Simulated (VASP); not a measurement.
# Nb (Im-3m) in VASP: a series of runs

Aim: see how the results for Nb move with the level of theory and the settings. Levels: PBEsol+rVV10+U, LDA, revPBE+dDsC+U. Tasks: electrostatic potential, relaxation of cell and atoms, single point.

Program: VASP 6.6.1. These are calculated values, not measurements. Logs are shortened: lines on timing, memory, paths and dates and some standing lists are left out, and cuts for length are marked.

## 1. Starting point

It takes space group Im-3m (No. 229, cubic). The conventional cell has a = 3.328 Å, b = 3.328 Å, c = 3.328 Å, α = 90.00°, β = 90.00°, γ = 90.00°. Nb (site symmetry m-3m) has 8 Nb at 2.88 Å as nearest neighbours.

## 2. Electrostatic potential, PBEsol+rVV10+U, spin-orbit coupling, no magnetisation (cell strained at random at fixed volume)

INCAR reads:

```
SYSTEM = Nb
ALGO = Normal
BPARAM = 20.0
CPARAM = 0.0093
EDIFF = 1E-6
ENCUT = 520
GGA = PS
GGA_COMPAT = .False.
ISIF = 2
ISMEAR = -5
IVDW_NL = 2
LASPH = .True.
LCHARG = .True.
LDAU = .True.
LDAUJ = 0
LDAUL = 2
LDAUPRINT = 1
LDAUTYPE = 2
LDAUU = 6
LMAXMIX = 4
LNONCOLLINEAR = .True.
LORBIT = 11
LREAL = .False.
LSORBIT = .True.
LUSE_VDW = .True.
LVHAR = .True.
LWAVE = .False.
MAGMOM = 0 0 0
NELM = 100
PREC = Accurate
SIGMA = 0.05
```

KPOINTS reads:

```
k-points
0
Gamma
  8 8 8
  0 0 0
```

POSCAR reads:

```
Nb
1.0
   -1.6527770000      1.6709010000      1.6531850000
    1.6685480000     -1.6679520000      1.6660070000
    1.6550010000      1.6701760000     -1.6502360000
Nb
1
Direct
    0.0000000000      0.0000000000      0.0000000000
```

Potentials or basis: VASP PAW PBE potentials, release 64 (Nb_pv).

On the command line:

```sh
$ cat potpaw_PBE.64/Nb_pv/POTCAR > POTCAR
$ mpirun -np 1 vasp_ncl > vasp.out
```

OUTCAR:

```text
SYSTEM = Nb
   BPARAM = 20.0
   EDIFF = 1E-6
   ENCUT = 520
   GGA = PS
   ISIF = 2
   ISMEAR = -5
   IVDW_NL = 2
   LASPH = .True.
   LNONCOLLINEAR = .True.
   LORBIT = 11
   LREAL = .False.
   LSORBIT = .True.
   NELM = 100
   PREC = Accurate

 ion  position               nearest neighbor table
   1  0.000  0.000  0.000-

  LATTYP: Found a triclinic cell.
 ALAT       =     7.4590879958
 B/A-ratio  =     0.6313762211
 C/A-ratio  =     0.3880063542
 COS(alpha) =     0.0011549642
 COS(beta)  =     0.2600725655
 COS(gamma) =     0.9487236327

  Lattice vectors:

 A1 = (  -3.3191010000,   6.6799300000,  -0.0098730000)
 A2 = (  -3.3213250000,   3.3388530000,  -0.0128220000)
 A3 = (   1.6707720000,   1.6731250000,   1.6689560000)

Analysis of symmetry for initial positions (statically):
=====================================================================
 Subroutine PRICEL returns:
 Original cell was already a primitive cell.

 Routine SETGRP: Setting up the symmetry group for a
 triclinic supercell.

 Subroutine GETGRP returns: Found  2 space group operations
 (whereof  2 operations were pure point group operations)
 out of a pool of  2 trial point group operations.

The static configuration has the point symmetry S_2 .

Analysis of symmetry for dynamics (positions and initial velocities):
=====================================================================
 Subroutine PRICEL returns:
 Original cell was already a primitive cell.

 Routine SETGRP: Setting up the symmetry group for a
 triclinic supercell.

 Subroutine GETGRP returns: Found  2 space group operations
 (whereof  2 operations were pure point group operations)
 out of a pool of  2 trial point group operations.

The dynamic configuration has the point symmetry S_2 .

Analysis of structural, dynamic, and magnetic symmetry:
=====================================================================
 Subroutine PRICEL returns:
 Original cell was already a primitive cell.

 Routine SETGRP: Setting up the symmetry group for a
 triclinic supercell.

 Subroutine GETGRP returns: Found  2 space group operations
 (whereof  2 operations were pure point group operations)
 out of a pool of  2 trial point group operations.

The overall configuration has the point symmetry S_2 .

 Subroutine INISYM returns: Found  2 space group operations
 (whereof  2 operations are pure point group operations),
 and found     1 'primitive' translations

----------------------------------------------------------------------------------------

                                     Primitive cell

  volume of cell :      18.4281

  direct lattice vectors                    reciprocal lattice vectors
    -1.652777000  1.670901000  1.653185000    -0.001628517  0.299040074  0.301020192
     1.668548000 -1.667952000  1.666007000     0.299460609 -0.000464005  0.299855680
     1.655001000  1.670176000 -1.650236000     0.300691072  0.299106025 -0.001694467

  length of vectors
     2.873430460  2.888199374  2.872593782     0.424312119  0.423780958  0.424125460

  position of ions in fractional coordinates (direct lattice)
     0.000000000  0.000000000  0.000000000

  ion indices of the primitive-cell ions
   primitive index   ion index
                 1           1

[... 109 lines left out ...]
   LRPA    =     F    only Hartree local field effects (RPA)
 Fermi weights with tetrahedron method with Bloechl corrections
  energy-cutoff  :      520.00
  volume of cell :       18.43
 maximum number of plane-waves:      1038
 NGX is ok and might be reduce to    24
   NGX = 11   NGY = 11   NGZ = 11

 number of electron      10.9999998 magnetization       0.0051533      0.0015059      0.0088640

atom =   1  type =  1  l = 2

 onsite density matrix
[... 282 lines left out ...]
 Free energy of the ion-electron system (eV)
  ---------------------------------------------------
  ext. energy  EPLUGINS =         0.00000000
  ---------------------------------------------------
  free energy    TOTEN  =        -4.85677567 eV

  energy without entropy =       -4.85677567  energy(sigma->0) =       -4.85677567

 E-fermi :   5.3795     XC(G=0): -12.4988

 val. band max:        5.5737233128   @ k =   0.1250   0.3750   0.3750
 cond. band min:       5.1201121705   @ k =   0.2500   0.3750   0.5000
 fundamental gap:     -0.4536111423
 Fermi energy:         5.3795407987

 k-point     1 :       0.0000    0.0000    0.0000
  band No.  band energies     occupation
      1     -26.7582      1.00000
      2     -26.7581      1.00000
      3     -24.6431      1.00000
      4     -24.6429      1.00000
      5     -24.6029      1.00000
      6     -24.6026      1.00000
[... 481 lines left out ...]
      5     -24.9553      1.00000
      6     -24.9550      1.00000
[... 10 lines left out ...]
     17      14.5206      0.00000
     18      14.5212      0.00000

 [... further k-points ...]

------------------------ aborting loop because EDIFF is reached ----------------------------------------

 total charge

# of ion       s       p       d       tot
------------------------------------------
    1        0.453   6.366   2.471   9.291
[... 15 lines left out ...]
# of ion       s       p       d       tot
------------------------------------------
    1        0.000   0.000   0.000   0.000

  FORCE on cell =-STRESS in cart. coord.  units (eV):
  Direction    XX          YY          ZZ          XY          YZ          ZX
  --------------------------------------------------------------------------------------
  -------------------------------------------------------------------------------------
  Total        1.5239244      1.5335257      1.4953073      0.0351463      0.0401389      0.0983294
  in kB      132.4931342    133.3278906    130.0051063      3.0556932      3.4897602      8.5489597
  external PRESSURE =     131.9420437 kB  Pullay stress =       0.0000000 kB

 VOLUME and BASIS-vectors are now :
 -----------------------------------------------------------------------------
  energy-cutoff  :      520.00
  volume of cell :       18.43
      direct lattice vectors                 reciprocal lattice vectors
    -1.652777000  1.670901000  1.653185000    -0.001628517  0.299040074  0.301020192
     1.668548000 -1.667952000  1.666007000     0.299460609 -0.000464005  0.299855680
     1.655001000  1.670176000 -1.650236000     0.300691072  0.299106025 -0.001694467

  length of vectors
     2.873430460  2.888199374  2.872593782     0.424312119  0.423780958  0.424125460

 FORCES acting on ions
    electron-ion (+dipol)            ewald-force                    non-local-force                 convergence-correction
 -----------------------------------------------------------------------------------------------
   0.263E-15 0.893E-15 -.147E-14   0.226E-14 0.160E-14 0.873E-15   -.169E-20 0.169E-20 0.169E-20   -.539E-15 0.596E-14 0.978E-14
 -----------------------------------------------------------------------------------------------
   0.263E-15 0.893E-15 -.147E-14   0.226E-14 0.160E-14 0.873E-15   -.169E-20 0.169E-20 0.169E-20   -.539E-15 0.596E-14 0.978E-14

 POSITION                                       TOTAL-FORCE (eV/Angst)
 -----------------------------------------------------------------------------------
      0.00000      0.00000      0.00000         0.000000      0.000000     -0.000000
 -----------------------------------------------------------------------------------
    total drift:                                0.000000      0.000000      0.000000

--------------------------------------------------------------------------------------------------------

  FREE ENERGIE OF THE ION-ELECTRON SYSTEM (eV)
  ---------------------------------------------------
  free  energy   TOTEN  =        -4.8567756677 eV

  energy  without entropy=       -4.8567756677  energy(sigma->0) =       -4.85677567

--------------------------------------------------------------------------------------------------------

--------------------------------------------------------------------------------------------------------

 -----------------------------------------------------------------------------
|                                                                             |
|           W    W    AA    RRRRR   N    N  II  N    N   GGGG   !!!           |
|           W    W   A  A   R    R  NN   N  II  NN   N  G    G  !!!           |
|           W    W  A    A  R    R  N N  N  II  N N  N  G       !!!           |
|           W WW W  AAAAAA  RRRRR   N  N N  II  N  N N  G  GGG   !            |
|           WW  WW  A    A  R   R   N   NN  II  N   NN  G    G                |
|           W    W  A    A  R    R  N    N  II  N    N   GGGG   !!!           |
|                                                                             |
|     Tetrahedron method does not include variations of the Fermi             |
|     occupations, so forces and stress will be inaccurate. We suggest        |
|     using a different smearing scheme ISMEAR = 1 or 2 for metals in         |
|     relaxations.                                                            |
|                                                                             |
 -----------------------------------------------------------------------------

 Spin-Orbit-Coupling matrix elements

 Ion:    1  E_soc:     -0.1189044
 l=   1
     0.0000000    -0.0159386    -0.0159230
    -0.0159386     0.0000000    -0.0160219
    -0.0159230    -0.0160219     0.0000000
 l=   2
     0.0000000    -0.0016751     0.0000000    -0.0011716    -0.0026688
    -0.0016751     0.0000000    -0.0018977    -0.0010919    -0.0007273
     0.0000000    -0.0018977     0.0000000    -0.0017482     0.0000000
    -0.0011716    -0.0010919    -0.0017482     0.0000000    -0.0005881
    -0.0026688    -0.0007273     0.0000000    -0.0005881     0.0000000
 l=   3
     0.0000000     0.0000000     0.0000000     0.0000000     0.0000000     0.0000000     0.0000000
     0.0000000     0.0000000     0.0000000     0.0000000     0.0000000     0.0000000     0.0000000
     0.0000000     0.0000000     0.0000000     0.0000000     0.0000000     0.0000000     0.0000000
     0.0000000     0.0000000     0.0000000     0.0000000     0.0000000     0.0000000     0.0000000
     0.0000000     0.0000000     0.0000000     0.0000000     0.0000000     0.0000000     0.0000000
     0.0000000     0.0000000     0.0000000     0.0000000     0.0000000     0.0000000     0.0000000
[... 26 lines left out ...]
 BZINTS: Fermi energy:    5.379541;   11.000000 electrons
         Band energy:-0.137138E+03;  BLOECHL correction:   -0.120700
 BZINTS: Fermi energy:    5.379541;   11.000000 electrons
         Band energy:-0.137138E+03;  BLOECHL correction:   -0.120700
 BZINTS: Fermi energy:    5.379541;   11.000000 electrons
         Band energy:-0.137138E+03;  BLOECHL correction:   -0.120700
 BZINTS: Fermi energy:    5.379541;   11.000000 electrons
         Band energy:-0.137138E+03;  BLOECHL correction:   -0.120700

=======================================================================
```

Run time: 4.3 min. Hardware: 1 thread of AMD EPYC 9R45 (Zen 5), shared host; peak memory 0.34 GiB.

Results:

```yaml
Free_energy: -4.8568 eV
Pressure: 13.2 GPa
Valence_electrons_inside_the_program's_atomic_spheres: Nb 9.29
```

Caveat: the PAW data sets were made with another functional, which shifts forces and pressure a little; the U is typed as a test and isn't derived for this compound.

## 3. Relaxation of cell and atoms, LDA

INCAR reads:

```
SYSTEM = Nb
ALGO = Normal ; EDIFF = 1E-7
EDIFFG = -0.01 ; ENCUT = 600
GGA = CA ; IBRION = 2
ISIF = 3 ; ISMEAR = -1
LASPH = .TRUE. ; LCHARG = .FALSE.
LREAL = .FALSE. ; LWAVE = .FALSE.
NELM = 100 ; NSW = 60
PREC = Accurate ; SIGMA = 0.05
```

KPOINTS reads:

```
k-points
0
G
  10 10 10
  0 0 0
```

POSCAR reads:

```
Nb
1.0
   -1.6639500000      1.6639500000      1.6639500000
    1.6639500000     -1.6639500000      1.6639500000
    1.6639500000      1.6639500000     -1.6639500000
Nb
1
Direct
    0.0000000000      0.0000000000      0.0000000000
```

Potentials or basis: VASP PAW LDA potentials, release 64 (Nb_sv).

On the command line:

```sh
$ cat potpaw_LDA.64/Nb_sv/POTCAR > POTCAR
$ mpirun -np 1 vasp_std > vasp.out
```

It took 21 s on 1 thread of Intel Xeon Platinum 8259CL at 2.50GHz (Skylake/Cascade Lake), shared host; peak memory 0.14 GiB.

The run converged. Its results:

* Free energy: -11.2410 eV
* Relaxed volume: 17.08 Å³/atom
* Relaxed cell: a = 2.810 Å, b = 2.810 Å, c = 2.810 Å, α = 109.47°, β = 109.47°, γ = 109.47°
* Space group after relaxing (to 0.05 Å): Im-3m (No. 229)
* Energy gained by relaxing: 53.3 meV/atom
* Ionic steps: 4
* Pressure after relaxing: 0.0 GPa
* Band gap on the k mesh: none (metal or under the smearing width)

The path:
```csv
step,energy change (eV),largest force (eV/Å),pressure (GPa),volume (Å³)
1,0.0000,0.0000,-12.05,18.43
2,0.1232,0.0000,30.65,14.97
3,-0.0533,0.0000,-0.30,17.10
4,-0.0533,0.0000,-0.04,17.08
```

Final structure:
```cif
data_structure
_symmetry_space_group_name_H-M 'P 1'
_symmetry_Int_Tables_number 1
_cell_length_a 2.8099
_cell_length_b 2.8099
_cell_length_c 2.8099
_cell_angle_alpha 109.471
_cell_angle_beta 109.471
_cell_angle_gamma 109.471
_cell_volume 17.08
loop_
_atom_site_label
_atom_site_type_symbol
_atom_site_fract_x
_atom_site_fract_y
_atom_site_fract_z
_atom_site_occupancy
Nb1 Nb 0.00000 0.00000 0.00000 1
```

Levels at points of the mesh, in eV from the Fermi level:
```csv
k point,band 3,band 4,band 5,band 6,band 7,band 8,band 9,band 10
"(0.00, 0.00, 0.00)",-29.35,-29.35,-6.05,0.30,0.30,0.30,3.38,3.38
"(0.50, 0.00, 0.00)",-29.86,-29.37,-3.99,-1.87,2.59,3.45,4.17,6.82
"(0.50, 0.50, 0.50)",-30.45,-30.45,-4.09,-4.09,5.97,5.97,5.97,9.51
```

[end of part 1 of 2]
